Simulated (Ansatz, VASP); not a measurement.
This is a calculation of Si for Ansatz 0.2.0. 

The input input.yaml:

```yaml
crystal:
  lattice:
    - [0.0, 2.7218511865, 2.7218511865]
    - [2.7218511865, 0.0, 2.7218511865]
    - [2.7218511865, 2.7218511865, 0.0]
  atoms:
    - { symbol: Si, position: [0.5, 0.5, 0.5] }
    - { symbol: Si, position: [0.75, 0.75, 0.75] }
kpoints:
  mp_grid: { grid: [8, 8, 8] }
scf:
  occupations: { method: gaussian, width: 0.011 }
hamiltonian:
  xc: pbe
  pseudopotentials: { kind: all_electron, lapw: { basis_error: 0.001 } }
output:
  forces: true
  stress: true
  eigenvalues: true
```

Potentials or basis: all-electron LAPW, scalar-relativistic.

Run with:

```bash
$ ansatz run input.yaml --threads 1 --pin off --max-ram 3072MiB --backend cpu --events-out ev --progress --plain --runs-dir out
```

Q: Translate it to VASP 6.6.1. Potentials or basis there: PBE PAW files Si, 520 eV.

A: As run (cutoffs and basis follow the program's own potentials, and thresholds, step limits or extra output files can differ):

Contents of INCAR:

```
  ALGO = Fast
  EDIFF = 1E-6
  ENCUT = 520
  GGA = PE
  ISIF = 2
  ISMEAR = 0
  LASPH = True
  LCHARG = True
  LELF = True
  LREAL = False
  LVHAR = True
  LWAVE = False
  NELM = 80
  PREC = Accurate
  SIGMA = 0.011
```

The input KPOINTS:

```
k-points
0
Gamma
  8 8 8
```

Contents of POSCAR:

```
Si
1.0
    0.0000000000      2.7218511865      2.7218511865
    2.7218511865      0.0000000000      2.7218511865
    2.7218511865      2.7218511865      0.0000000000
Si
2
Direct
    0.5000000000      0.5000000000      0.5000000000
    0.7500000000      0.7500000000      0.7500000000
```

Potentials or basis: VASP PAW PBE potentials, release 64 (Si).

Launch:

```console
$ cat potpaw_PBE.64/Si/POTCAR > POTCAR
$ mpirun -np 1 vasp_std > vasp.out
```

Both were run:

|  | Ansatz | VASP |
| --- | --- | --- |
| Pressure | 1.3 GPa | 1.3 GPa |

Where Ansatz's input types no cutoff or centring, it takes its own default and a Γ-centred mesh.

Pressure is positive in compression.
